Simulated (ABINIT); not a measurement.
# InP (F-43m) in ABINIT: further runs, part 2 of 2

ABINIT 10.8.3 (patched build). The steps go on from the part before.

## 4. Band structure, HCTH407

run.abi

```
# Datasets: ground state, then fixed potential
ndtset 2

# Pseudopotentials
pp_dirpath "./"
pseudos "In.GGA_PBE-JTH.xml, P.GGA_PBE-JTH.xml"

# Structure
acell 3*1.0 Angstrom
rprim
     0.0000000000     2.9305000000     2.9305000000
     2.9305000000     0.0000000000     2.9305000000
     2.9305000000     2.9305000000     0.0000000000
ntypat 2
znucl 49 15
natom 2
typat 1 2
xred
     0.0000000000     0.0000000000     0.0000000000
     0.7500000000     0.7500000000     0.7500000000

# Plane-wave basis
ecut 544.227725 eV
pawecutdg 40.0

# Exchange and correlation
ixc 27

# Bands and occupations
occopt 3
tsmear 0.05 eV

# SCF cycle
nstep 100

# Output
iomode 3
prtwf 0
prteig 0
prtebands 0
enunit 1
prtden1 1

# Dataset 1
kptopt1 1
ngkpt1 8 8 8
nshiftk1 1
shiftk1 0.0 0.0 0.0
nband1 13
tolvrs1 1.0e-9

# Dataset 2: bands along G-X-W-K-G-L-U-W-L-K
iscf2 -2
getden2 1
nband2 17
nbdbuf2 2
tolwfr2 1.0e-12
kptopt2 -9
ndivsm2 5
prteig2 1
kptbounds2
     0.0000000000     0.0000000000     0.0000000000
     0.5000000000     0.0000000000     0.5000000000
     0.5000000000     0.2500000000     0.7500000000
     0.3750000000     0.3750000000     0.7500000000
     0.0000000000     0.0000000000     0.0000000000
     0.5000000000     0.5000000000     0.5000000000
     0.6250000000     0.2500000000     0.6250000000
     0.5000000000     0.2500000000     0.7500000000
     0.5000000000     0.5000000000     0.5000000000
     0.3750000000     0.3750000000     0.7500000000
```

Potentials or basis: JTH PAW PBE v2.0.

Run with:

```
$ abinit run.abi > log 2>&1
```

run.abo:

```text
.Version 10.8.3 of ABINIT
 DATASET    1 : space group F-4 3 m (#216); Bravais cF (face-center cubic)
================================================================================
 Values of the parameters that define the memory need for DATASET  1.
     intxc =       0    ionmov =       0      iscf =       7    lmnmax =      18
     lnmax =       6     mgfft =      32  mpssoang =       3    mqgrid =    3001
     natom =       2  nloc_mem =       2    nspden =       1   nspinor =       1
    nsppol =       1      nsym =      24    n1xccc =       1    ntypat =       2
    occopt =       3   xclevel =       2
       mpw =        1475          nfft =       32768          nkpt =          29
 PAW method is used; the additional fine FFT grid is defined by:
   mgfftf=        48    nfftf =    110592
================================================================================
================================================================================

[... 1318 lines left out ...]
  18.82586
 kpt#  87, nband= 17, wtk=  1.00000, kpt=  0.3750  0.3750  0.7500 (reduced coord)
 -10.37925  -10.19235  -10.17941  -10.14670  -10.10807   -4.60393   -0.96309    1.41583
   2.66624    7.25598    9.14532   12.19673   12.43943   13.11986   14.56984   17.66038
  18.54732

== END DATASET(S) ==============================================================
================================================================================

 -outvars: echo values of variables after computation  --------
            acell      1.8897261259E+00  1.8897261259E+00  1.8897261259E+00 Bohr
           etotal1    -6.5282126651E+01
            fcart1    -1.2155660196E-29 -1.2971214238E-46  1.2155660196E-29
                       1.2155660196E-29  1.2971214238E-46 -1.2155660196E-29
            rprim      0.0000000000E+00  2.9305000000E+00  2.9305000000E+00
                       2.9305000000E+00  0.0000000000E+00  2.9305000000E+00
                       2.9305000000E+00  2.9305000000E+00  0.0000000000E+00
           strten1    -1.2093286485E-04 -1.2093286485E-04 -1.2093286485E-04
                       0.0000000000E+00  0.0000000000E+00  0.0000000000E+00
           xangst      0.0000000000E+00  0.0000000000E+00  0.0000000000E+00
                       4.3957500000E+00  4.3957500000E+00  4.3957500000E+00
             xred      0.0000000000E+00  0.0000000000E+00  0.0000000000E+00
                       7.5000000000E-01  7.5000000000E-01  7.5000000000E-01
 Calculation completed.
```

Run time: 49 s. Hardware: 1 thread of Intel Xeon Platinum 8375C at 2.90GHz (Ice Lake), shared host; peak memory 0.13 GiB.

What came out:

- Free energy: -1776.4172 eV
- Band gap on the k mesh: 1.02 eV, direct
- Valence electrons inside the program's atomic spheres: In 11.27; P 1.60

Levels at the corners of the path, in eV from the valence-band top:
```csv
point,band 5,band 6,band 7,band 8,band 9,band 10,band 11,band 12,band 13,band 14
Γ,-14.64,-11.38,0.00,0.00,0.00,1.02,4.28,4.28,4.28,9.33
X,-14.61,-9.10,-5.62,-2.22,-2.22,2.26,2.57,9.66,9.73,9.73
W,-14.63,-9.04,-5.48,-2.78,-2.72,4.45,4.68,5.88,6.64,10.46
K,-14.63,-9.12,-5.48,-3.10,-1.85,2.74,4.63,7.68,7.92,8.60
Γ,-14.64,-11.38,0.00,0.00,0.00,1.02,4.28,4.28,4.28,9.33
L,-14.63,-9.74,-5.53,-0.93,-0.93,1.79,5.04,5.04,7.70,10.09
U,-14.63,-9.12,-5.48,-3.10,-1.85,2.74,4.63,7.68,7.92,8.60
W,-14.63,-9.04,-5.48,-2.78,-2.72,4.45,4.68,5.88,6.64,10.46
L,-14.63,-9.74,-5.53,-0.93,-0.93,1.79,5.04,5.04,7.70,10.09
K,-14.63,-9.12,-5.48,-3.10,-1.85,2.74,4.63,7.68,7.92,8.60
```

Caveat: the cutoff is too short for stress, so the log's stress isn't used; the PAW data sets were made with another functional, which shifts forces and pressure a little; spin-orbit coupling is left out, which moves the levels of the heavy elements.

## 5. Equation of state, OLYP

run.abi

```
# Datasets: one volume each
ndtset 7
getwfk -1
scalecart1 3*0.9795861087
scalecart2 3*0.9864848297
scalecart3 3*0.9932883884
scalecart4 3*1.0000000000
scalecart5 3*1.0066227096
scalecart6 3*1.0131594038
scalecart7 3*1.0196128224

# Pseudopotentials
pp_dirpath "./"
pseudos "In.GGA_PBE-JTH_sp.xml, P.GGA_PBE-JTH.xml"

# Structure
acell 3*1.0 Angstrom
rprim
     0.0000000000     2.9305000000     2.9305000000
     2.9305000000     0.0000000000     2.9305000000
     2.9305000000     2.9305000000     0.0000000000
ntypat 2
znucl 49 15
natom 2
typat 1 2
xred
     0.0000000000     0.0000000000     0.0000000000
     0.7500000000     0.7500000000     0.7500000000

# Plane-wave basis
ecut 544.227725 eV
pawecutdg 40.0

# k points
kptopt 1
ngkpt 8 8 8
nshiftk 1
shiftk 0.0 0.0 0.0

# Exchange and correlation
ixc -110131

# Bands and occupations
nband 8
occopt 3
tsmear 0.00183747

# SCF cycle
nstep 100
tolvrs 1.0e-9

# Output
iomode 3
prtwf 1
prtden 0
prteig 0
prtebands 0
enunit 1
```

Potentials or basis: JTH PAW PBE v2.0 sp.

Run with:

```
$ abinit run.abi > log 2>&1
```

Wall time 65 s (1 thread of Intel Xeon Platinum 8375C at 2.90GHz (Ice Lake), shared host); peak memory 0.16 GiB.

It converged, with:

* Equilibrium volume: 27.41 Å³/atom (rough: see the caveat)
* Bulk modulus: 56 GPa (rough)

Energy against volume, from the lowest point:
| volume (Å³/atom) | energy (meV/atom) |
| --- | --- |
| 23.657 | 116.73 |
| 24.160 | 82.97 |
| 24.663 | 55.78 |
| 25.167 | 34.47 |
| 25.670 | 18.41 |
| 26.173 | 7.08 |
| 26.677 | 0.00 |

Caveat: the cutoff is too short for stress, so the log's stress isn't used; pressures at fixed basis lie under the slope of the energies; the minimum lies outside the volumes run; the PAW data sets were made with another functional, which shifts forces and pressure a little; this set keeps more shells in the core, which shifts pressures and gaps.

## 6. Overview

```csv
task,level,potentials or basis,gap on the mesh (eV)
band structure,BLYP,JTH PAW PBE v2.0,0.58
band structure,LDA-VWN,JTH PAW LDA v2.0 sp,0.58
band structure,HCTH407,JTH PAW PBE v2.0,1.02
equation of state,OLYP,JTH PAW PBE v2.0 sp,-
```

Alike in all rows: no spin polarisation; cell as given; k mesh 8 × 8 × 8; cutoff (eV) 544; smearing fermi-dirac 0.05 eV.

Caveats: the PAW data sets were made with another functional, which shifts forces and pressure a little (some runs); spin-orbit coupling is left out, which moves the levels of the heavy elements (some runs); this set keeps more shells in the core, which shifts pressures and gaps (some runs); pressures at fixed basis lie under the slope of the energies (some runs); the minimum lies outside the volumes run (some runs).

Absolute energies hang on the potentials; compare differences alone.

## 7. Against experiment

Step 2. Against the measured gap of InP, 1.4236 eV (direct; 1.6 K; a printed reference work, data compilation), the calculated 0.58 eV is off by -0.84 eV. Spin-orbit coupling on In is left out. The value is that of BLYP, without temperature or zero-point motion. Semilocal functionals fall short of measured gaps as a rule.

Step 3. Measured gap of InP: 1.4236 eV (direct; 1.6 K; a printed reference work, data compilation). This calculation gives 0.58 eV (-0.85 eV). Spin-orbit coupling on In is left out. The value is that of LDA-VWN, without temperature or zero-point motion. Semilocal functionals fall short of measured gaps as a rule.

Step 4. Against the measured gap of InP, 1.4236 eV (direct; 1.6 K; a printed reference work, data compilation), the calculated 1.02 eV is off by -0.40 eV. Spin-orbit coupling on In is left out. The value is that of HCTH407, without temperature or zero-point motion.
